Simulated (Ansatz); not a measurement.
Crystal: Cs2AgBiBr6.

```xyz
10
Lattice="0.0000 5.6161 5.6161 5.6161 0.0000 5.6161 5.6161 5.6161 0.0000" Properties=species:S:1:pos:R:3 pbc="T T T"
Bi    0.0000    0.0000    0.0000
Cs    8.4242    8.4242    8.4242
Cs    2.8081    2.8081    2.8081
Ag    5.6161    5.6161    5.6161
Br    5.6161    5.6161    8.4180
Br    5.6161    5.6161    2.8142
Br    2.8142    5.6161    5.6161
Br    5.6161    8.4180    5.6161
Br    8.4180    5.6161    5.6161
Br    5.6161    2.8142    5.6161
```

* Program: Ansatz 0.2.0
* Task: relaxation of cell and atoms
* Functional: LDA
* Potentials or basis: Ansatz PAW
* Cutoff: 420 eV (not typed: the program's choice for these potentials)
* k mesh: 3 × 3 × 3
* Occupations: fermi-dirac, width 0.05 eV
* Spin: no spin polarisation

At the start: volume 35.43 Å³/atom.

Problem. Where does the relaxation end?

Solution. It ends after 5 steps and the volume is 33.26 Å³/atom (-6.1 %); space group Fm-3m (No. 225, to 0.05 Å).

The path:
| step | energy change (eV) | largest force (eV/Å) | volume (Å³) |
| --- | --- | --- | --- |
| 1 | 0.0000 | 0.3260 | 354.27 |
| 2 | -0.1479 | 0.0577 | 340.67 |
| 3 | -0.1674 | 0.0152 | 329.21 |
| 4 | -0.1702 | 0.0088 | 332.58 |
| 5 | -0.1675 | 0.0087 | 332.58 |

Final structure:
```cif
data_structure
_symmetry_space_group_name_H-M 'P 1'
_symmetry_Int_Tables_number 1
_cell_length_a 7.7769
_cell_length_b 7.7769
_cell_length_c 7.7769
_cell_angle_alpha 60.000
_cell_angle_beta 60.000
_cell_angle_gamma 60.000
_cell_volume 332.58
loop_
_atom_site_label
_atom_site_type_symbol
_atom_site_fract_x
_atom_site_fract_y
_atom_site_fract_z
_atom_site_occupancy
Bi1 Bi 0.00000 0.00000 0.00000 1
Cs1 Cs 0.75000 0.75000 0.75000 1
Cs2 Cs 0.25000 0.25000 0.25000 1
Ag1 Ag 0.50000 0.50000 0.50000 1
Br1 Br 0.74450 0.74450 0.25550 1
Br2 Br 0.25550 0.25550 0.74450 1
Br3 Br 0.74450 0.25550 0.25550 1
Br4 Br 0.74450 0.25550 0.74450 1
Br5 Br 0.25550 0.74450 0.74450 1
Br6 Br 0.25550 0.74450 0.25550 1
```

Caveat: the plane-wave basis is chosen anew once the cell has moved, so the energies of steps on either side of that aren't comparable; the PAW data sets come from PBE, with cores solved anew for the run's functional, which leaves a small shift of forces and pressure.
